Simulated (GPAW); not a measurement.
Runs of GPAW 26.7.0 on BP. The structure is cubic, space group F-43m (No. 216). Conventional cell: a = 4.538 Å, b = 4.538 Å, c = 4.538 Å, α = 90.00°, β = 90.00°, γ = 90.00°. P (site symmetry -43m) is surrounded by 4 B at 1.97 Å. Around B (site symmetry -43m) lie 4 P at 1.97 Å. 

```csv
task,level,cell,k mesh,cutoff (eV),smearing,maxiter,exx fraction,older calculator (legacy_gpaw),convergence,displacement,other keys,mesh quality,gap on the mesh (eV)
hybrid scf,SCAN0,as given,5 × 5 × 5,550,fermi-dirac 0.001 eV,40,0.25,-,-,-,-,coarse,2.85
electron localisation function,optB88-vdW,as given,6 × 6 × 6,680,fermi-dirac 0.01 eV,150,-,yes,-,-,-,coarse,1.49
Born charges,optB88-vdW,atoms relaxed,6 × 6 × 6,680,fermi-dirac 0.01 eV,50,-,yes,tight_forces,0.02,"several, not listed",coarse,1.49
one-shot levels on a semilocal density,TPSS,as given,7 × 7 × 7,550,fermi-dirac 0.05 eV,75,-,-,-,-,"several, not listed",not flagged,1.29
hybrid scf,r2SCANh+D4,as given,5 × 5 × 5,550,fermi-dirac 0.001 eV,40,0.1,-,-,-,-,coarse,(a)
hybrid scf,PBE-EpsX,as given,5 × 5 × 5,550,fermi-dirac 0.001 eV,40,0.113,-,-,-,-,coarse,1.88
```

Alike in all rows: potentials or basis GPAW PAW data sets (gpaw-data 1.2.1), pw; no spin polarisation.

**Question.** Estimate the missing entries.

**Answer.** (a) 1.95.

Caveats: some runs use coarse meshes; an odd mesh through Γ misses points on the zone boundary, where band edges often lie (some runs); the scaled meta-GGA exchange is a class typed in the script (some runs); the LO-TO splitting is left out (some runs); energy and the plain gap are those of the semilocal run (some runs); the hybrids' values are one shot on its orbitals and mesh (some runs).

Runs at the PBE level aren't shown here.
